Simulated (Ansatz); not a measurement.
Hf3N4 (I-43d) from a database structure, relaxed with r2SCAN. It is cubic, I-43d (No. 220); a = 6.707 Å in the conventional setting, 10.78 Å³ an atom. Hf has 8 N at 2.19–2.46 Å; N has 6 Hf at 2.19–2.46 Å.

```cif
data_structure
_symmetry_space_group_name_H-M 'I-43d'
_symmetry_Int_Tables_number 220
_cell_length_a 6.7074
_cell_length_b 6.7074
_cell_length_c 6.7074
_cell_angle_alpha 90.000
_cell_angle_beta 90.000
_cell_angle_gamma 90.000
_cell_volume 301.77
loop_
_atom_site_label
_atom_site_type_symbol
_atom_site_symmetry_multiplicity
_atom_site_Wyckoff_symbol
_atom_site_fract_x
_atom_site_fract_y
_atom_site_fract_z
_atom_site_occupancy
Hf1 Hf 12 b 0.75000 0.37500 0.50000 1
N1 N 16 c 0.06486 0.56486 0.93514 1
```

The questions ask for values computed with Ansatz on this geometry. The values are computed, non-magnetic, and not measurements.

Given (6×6×6 mesh): With PBE the gap is 1.01 eV and direct, at Γ.

(1) What does PBE+SOC give for the gap (6×6×6 mesh)?

(2) How does the gap change from PBE to r2SCAN (6×6×6)?

(3) What does HSE06 give for the gap (4×4×4 mesh)?

(4) How does the gap change from PBE to PBE0 (4×4×4)?

(5) What are ε∞ and the Born charges with r2SCAN?

(6) What do these levels agree on?

Answers

(1) With PBE+SOC the gap is 0.91 eV and direct, at Γ. The gap differs by -0.10 eV from PBE's.

(2) r2SCAN gives a direct gap of 1.36 eV at Γ. The gap differs by +0.35 eV from PBE's.

(3) The HSE06 gap is direct at Γ: 1.95 eV. The gap differs by +0.94 eV from PBE's.

(4) With PBE0 the gap is 2.64 eV and direct, at Γ. The gap differs by +1.63 eV from PBE's.

(5) The clamped-ion dielectric constant comes out as 10.08 in all directions. Born charges, averaged over directions: Hf +5.02, N -3.76 e. The program notes that the ground state's band table doesn't vouch for all the bands that the response reads.

(6) r2SCAN covers 37 % of the step from PBE to HSE06. For gaps to 0.1 eV, spin-orbit coupling (up to 0.10 eV here) has to be included. Among these functionals the gap stays direct.

Only the levels marked +SOC include spin-orbit coupling.

The meshes of the hybrids are coarse, so their gaps aren't converged to the digits shown.
